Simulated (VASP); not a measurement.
# Re (P6_3/mmc) in VASP: relaxation of cell and atoms with PBE

Aim: the relaxation of cell and atoms of Re with PBE.

Program: VASP 6.6.1. These are calculated values, not measurements. Logs are shortened: lines on timing, memory, paths and dates and some standing lists are left out, and cuts for length are marked.

### 1 Starting point

Symmetry: P6_3/mmc, No. 194, hexagonal system. The conventional cell has a = 2.761 Å, b = 2.761 Å, c = 4.458 Å, α = 90.00°, β = 90.00°, γ = 120.00°. Re (site symmetry -6m2) has 12 Re at 2.74 to 2.76 Å as nearest neighbours.

### 2 Relaxation of cell and atoms, PBE

Input file INCAR:

```
PREC = Accurate ; ENCUT = 600
EDIFF = 1E-7 ; ISMEAR = 0
SIGMA = 0.1 ; LREAL = F
LASPH = T ; NELM = 100
ALGO = Fast ; ISIF = 3
LWAVE = F ; LCHARG = F
GGA = PE ; IBRION = 2
NSW = 80 ; EDIFFG = -0.004
```

Input file KPOINTS:

```
regular mesh
0
Gamma
  18 18 10
```

Input file POSCAR:

```
Re
1.0
    2.7608000000      0.0000000000      0.0000000000
   -1.3804000000      2.3909229300      0.0000000000
    0.0000000000      0.0000000000      4.4582000000
Re
2
Direct
    0.3333333300      0.6666666700      0.2500000000
    0.6666666700      0.3333333300      0.7500000000
```

Potentials or basis: VASP PAW PBE potentials, release 64 (Re).

Launch:

```console
$ cat potpaw_PBE.64/Re/POTCAR > POTCAR
$ mpirun -np 1 vasp_std > vasp.out
```

OUTCAR:

```text
PREC = Accurate
   ENCUT = 600
   EDIFF = 1E-7
   ISMEAR = 0
   LREAL = F
   LASPH = T
   NELM = 100
   ISIF = 3
   GGA = PE
   IBRION = 2
   NSW = 80
   EDIFFG = -0.004

 ion  position               nearest neighbor table
   1  0.333  0.667  0.250-   2 2.74   2 2.74   2 2.74   2 2.74   2 2.74   2 2.74
   2  0.667  0.333  0.750-   1 2.74   1 2.74   1 2.74   1 2.74   1 2.74   1 2.74

  LATTYP: Found a hexagonal cell.
 ALAT       =     2.7608000000
 C/A-ratio  =     1.6148217908

  Lattice vectors:

 A1 = (   2.7608000000,   0.0000000000,   0.0000000000)
 A2 = (  -1.3804000000,   2.3909229300,   0.0000000000)
 A3 = (   0.0000000000,   0.0000000000,   4.4582000000)

Analysis of symmetry for initial positions (statically):
=====================================================================
 Subroutine PRICEL returns:
 Original cell was already a primitive cell.

 Routine SETGRP: Setting up the symmetry group for a
 hexagonal supercell.

 Subroutine GETGRP returns: Found 24 space group operations
 (whereof 12 operations were pure point group operations)
 out of a pool of 24 trial point group operations.

The static configuration has the point symmetry D_3d.
 The point group associated with its full space group is D_6h.

Analysis of symmetry for dynamics (positions and initial velocities):
=====================================================================
 Subroutine PRICEL returns:
 Original cell was already a primitive cell.

 Routine SETGRP: Setting up the symmetry group for a
 hexagonal supercell.

 Subroutine GETGRP returns: Found 24 space group operations
 (whereof 12 operations were pure point group operations)
 out of a pool of 24 trial point group operations.

The dynamic configuration has the point symmetry D_3d.
 The point group associated with its full space group is D_6h.

 Subroutine INISYM returns: Found 24 space group operations
 (whereof 12 operations are pure point group operations),
 and found     1 'primitive' translations

----------------------------------------------------------------------------------------

                                     Primitive cell

  volume of cell :      29.4280

  direct lattice vectors                    reciprocal lattice vectors
     2.760800000  0.000000000  0.000000000     0.362213851  0.209124265  0.000000000
    -1.380400000  2.390922930  0.000000000     0.000000000  0.418248530  0.000000000
     0.000000000  0.000000000  4.458200000     0.000000000  0.000000000  0.224305774

  length of vectors
     2.760800000  2.760799996  4.458200000     0.418248529  0.418248530  0.224305774

  position of ions in fractional coordinates (direct lattice)
     0.333333330  0.666666670  0.250000000
     0.666666670  0.333333330  0.750000000

  ion indices of the primitive-cell ions
   primitive index   ion index
                 1           1
                 2           2

----------------------------------------------------------------------------------------

 KPOINTS: regular mesh

Automatic generation of k-mesh.
 Grid dimensions read from file:
 generate k-points for:   18   18   10

 Generating k-lattice:

  Cartesian coordinates                     Fractional coordinates (reciprocal lattice)
     0.020122992  0.011618015  0.000000000     0.055555556  0.000000000  0.000000000
     0.000000000  0.023236029  0.000000000     0.000000000  0.055555556  0.000000000
     0.000000000  0.000000000  0.022430577     0.000000000  0.000000000  0.100000000

  Length of vectors
     0.023236029  0.023236029  0.022430577

  Shift w.r.t. Gamma in fractional coordinates (k-lattice)
     0.000000000  0.000000000  0.000000000

 Subroutine IBZKPT returns following result:
 ===========================================

 Found    222 irreducible k-points:

 Following reciprocal coordinates:
            Coordinates               Weight
  0.000000  0.000000  0.000000      1.000000
  0.055556  0.000000  0.000000      6.000000
  0.111111  0.000000  0.000000      6.000000
  0.166667  0.000000  0.000000      6.000000
  0.222222  0.000000  0.000000      6.000000
  0.277778  0.000000  0.000000      6.000000
[... 16 lines left out ...]
  0.333333  0.111111  0.000000     12.000000
  0.388889  0.111111  0.000000     12.000000
 [... further k-points ...]
   k-points           NKPTS =    222   k-points in BZ     NKDIM =    222   number of bands    NBANDS=     11
   number of dos      NEDOS =    301   number of ions     NIONS =      2
   total plane-waves  NPLWV =  20736
   dimension x,y,z NGX =    24 NGY =   24 NGZ =   36
   dimension x,y,z NGXF=    48 NGYF=   48 NGZF=   72
   ions per type =               2
   NGX,Y,Z   is equivalent  to a cutoff of  14.45, 14.45, 13.42 a.u.
   NGXF,Y,Z  is equivalent  to a cutoff of  28.90, 28.90, 26.85 a.u.
 SYSTEM =  unknown system
   PREC   = accura    normal or accurate (medium, high low for compatibility)
   ISTART =      0    job   : 0-new  1-cont  2-samecut
   ICHARG =      2    charge: 1-file 2-atom 10-const
   ISPIN  =      1    spin polarized calculation?
   LNONCOLLINEAR =      F non collinear calculations
   LSORBIT =      F    spin-orbit coupling
   LASPH  =      T    aspherical Exc in radial PAW
   ENCUT  =  600.0 eV  44.10 Ry    6.64 a.u.   5.51  5.51  8.90*2*pi/ulx,y,z
   NELM   =    100;   NELMIN=  2; NELMDL= -5     # of ELM steps
   EDIFF  = 0.1E-06   stopping-criterion for ELM
   LREAL  =      F    real-space projection
   EDIFFG = -.4E-02   stopping-criterion for IOM
   NSW    =     80    number of steps for IOM
   IBRION =      2    ionic relax: 0-MD 1-quasi-New 2-CG
   NFREE  =      1    steps in history (QN), initial steepest desc. (CG)
   ISIF   =      3    stress and relaxation
   ISYM   =      2    0-nonsym 1-usesym 2-fastsym
   POTIM  = 0.5000    time-step for ionic-motion
   TEBEG  =    0.0;   TEEND  =   0.0 temperature during run
   PSTRESS=    0.0 pullay stress
   NELECT =      14.0000    total number of electrons
   NUPDOWN=      -1.0000    fix difference up-down
   EMIN   =  10.00;   EMAX   =-10.00  energy-range for DOS
   EFERMI =   0.00;   METHOD = LEGACY
   ISMEAR =     0;   SIGMA  =   0.10  broadening in eV -4-tet -1-fermi 0-gaus
   EFERMI_NEDOS =   21; number of points for ismear=-14 and -15
   IALGO  =     68    algorithm
   IMIX   =      4    mixing-type and parameters
     AMIX     =   0.40;   BMIX     =  1.00
     AMIX_MAG =   1.60;   BMIX_MAG =  1.00
  volume/ion in A,a.u.               =      14.71        99.29
  Fermi-wavevector in a.u.,A,eV,Ry     =   1.278000  2.415070 22.222174  1.633284
  Thomas-Fermi vector in A             =   2.410568
   LORBIT       =      0    0 simple, 1 ext, 2 COOP (PROOUT), +10 PAW based schemes
   GGA     = PE    functional components
   LHFCALC =     F    Hartree Fock is set to
   AEXX    =    0.0000 exact exchange contribution
   IVDW    =     0    specifies the selected vdW correction
   LEPSILON=     F    determine dielectric tensor
   LRPA    =     F    only Hartree local field effects (RPA)
 conjugate gradient relaxation of ions
 non-spin polarized calculation
 RMM-DIIS sequential band-by-band and
 Gauss-broadening in eV      SIGMA  =   0.10
  energy-cutoff  :      600.00
  volume of cell :       29.43
 maximum number of plane-waves:      1014
 NGX is ok and might be reduce to    24
   NGX = 11   NGY = 11   NGZ = 17

--------------------------------------- Ionic step        1  -------------------------------------------

 number of electron      14.0000000 magnetization

 Free energy of the ion-electron system (eV)
  ---------------------------------------------------
  ext. energy  EPLUGINS =         0.00000000
  ---------------------------------------------------
  free energy    TOTEN  =       -24.84895776 eV

  energy without entropy =      -24.84068025  energy(sigma->0) =      -24.84481900

------------------------ aborting loop because EDIFF is reached ----------------------------------------

  FORCE on cell =-STRESS in cart. coord.  units (eV):
  Direction    XX          YY          ZZ          XY          YZ          ZX
  --------------------------------------------------------------------------------------
  -------------------------------------------------------------------------------------
  Total        1.0372500      1.0372500      1.0788999      0.0000000     -0.0000000      0.0000000
  in kB       56.4721000     56.4720997     58.7396944      0.0000000     -0.0000000      0.0000000
  external PRESSURE =      57.2279647 kB  Pullay stress =       0.0000000 kB
[... 237 lines left out ...]
  energy  without entropy=      -24.8482379539  energy(sigma->0) =      -24.85243217

--------------------------------------- Ionic step        8  -------------------------------------------

 number of electron      14.0000000 magnetization

 Free energy of the ion-electron system (eV)
  ---------------------------------------------------
  ext. energy  EPLUGINS =         0.00000000
  ---------------------------------------------------
  free energy    TOTEN  =       -24.85662766 eV

  energy without entropy =      -24.84823673  energy(sigma->0) =      -24.85243220

 E-fermi :   7.6888     XC(G=0): -13.6491

 val. band max:        7.6843707690   @ k =   0.1667   0.0556   0.1000
 cond. band min:       7.6961440484   @ k =   0.3333   0.1667   0.4000
 fundamental gap:      0.0117732793
 Fermi energy:         7.6888129444

 k-point     1 :       0.0000    0.0000    0.0000
  band No.  band energies     occupation
      1      -2.0605      2.00000
      2       1.1885      2.00000
      3       6.1575      2.00000
      4       6.1641      2.00000
      5       6.1641      2.00000
      6       6.9797      2.00000
      7       6.9797      2.00000
      8       7.8934      0.00382
      9       7.8934      0.00382
     10       8.2878      0.00000
     11      10.9997      0.00000
[... 309 lines left out ...]
 k-point    24 :       0.3889    0.1111    0.0000
  band No.  band energies     occupation
      1       2.2103      2.00000
      2       2.3529      2.00000
      3       2.6805      2.00000
      4       5.4337      2.00000
      5       5.6667      2.00000
      6       6.3473      2.00000
      7       7.0850      2.00000
      8      10.8376      0.00000
      9      11.4238      0.00000
     10      11.6986      0.00000
     11      13.2183      0.00000

 [... further k-points ...]

------------------------ aborting loop because EDIFF is reached ----------------------------------------

  FORCE on cell =-STRESS in cart. coord.  units (eV):
  Direction    XX          YY          ZZ          XY          YZ          ZX
  --------------------------------------------------------------------------------------
  -------------------------------------------------------------------------------------
  Total        0.0035299      0.0035299      0.0042819     -0.0000000      0.0000000     -0.0000000
  in kB        0.1893669      0.1893669      0.2297107     -0.0000000      0.0000000     -0.0000000
  external PRESSURE =       0.2028148 kB  Pullay stress =       0.0000000 kB
[... 17 lines left out ...]
  FREE ENERGIE OF THE ION-ELECTRON SYSTEM (eV)
  ---------------------------------------------------
  free  energy   TOTEN  =       -24.8566276602 eV

  energy  without entropy=      -24.8482367349  energy(sigma->0) =      -24.85243220

 reached required accuracy - stopping structural energy minimisation
```

Wall time 4 min (1 thread of Intel Xeon Platinum 8488C (Sapphire Rapids), shared host); peak memory 0.23 GiB.

Results:

```yaml
Free_energy: -24.8566 eV
Relaxed_volume: 14.93 Å³/atom
Relaxed_cell: a = 2.774 Å, b = 2.774 Å, c = 4.481 Å, α = 90.00°, β = 90.00°, γ = 120.00°
Space_group_after_relaxing_to_0.05_Å: P6_3/mmc (No. 194)
Energy_gained_by_relaxing: 3.8 meV/atom
Ionic_steps: 8
Pressure_after_relaxing: 0.0 GPa
Band_gap_on_the_k_mesh: none (metal or under the smearing width)
```

The path:
```tsv
step	energy change (eV)	largest force (eV/Å)	pressure (GPa)	volume (Å³)
1	0.0000	0.0000	5.72	29.43
2	0.1128	0.0000	-19.61	31.72
3	-0.0077	0.0000	-0.12	29.88
4	-0.0077	0.0000	-0.01	29.87
5	-0.0077	0.0000	0.10	29.86
6	-0.0077	0.0000	0.09	29.86
7	-0.0077	0.0000	0.09	29.86
8	-0.0077	0.0000	0.02	29.87
```

Final structure:
```yaml
crystal:
  lattice:
    - [2.77405, 0.00000, 0.00000]
    - [-1.38702, 2.40240, 0.00000]
    - [0.00000, 0.00000, 4.48132]
  atoms:
    - { symbol: Re, position: [0.33333, 0.66667, 0.25000] }
    - { symbol: Re, position: [0.66667, 0.33333, 0.75000] }
```

The run has no spin-orbit coupling, so splittings on Re are missing. Zero-point motion and thermal expansion aren't in these numbers.
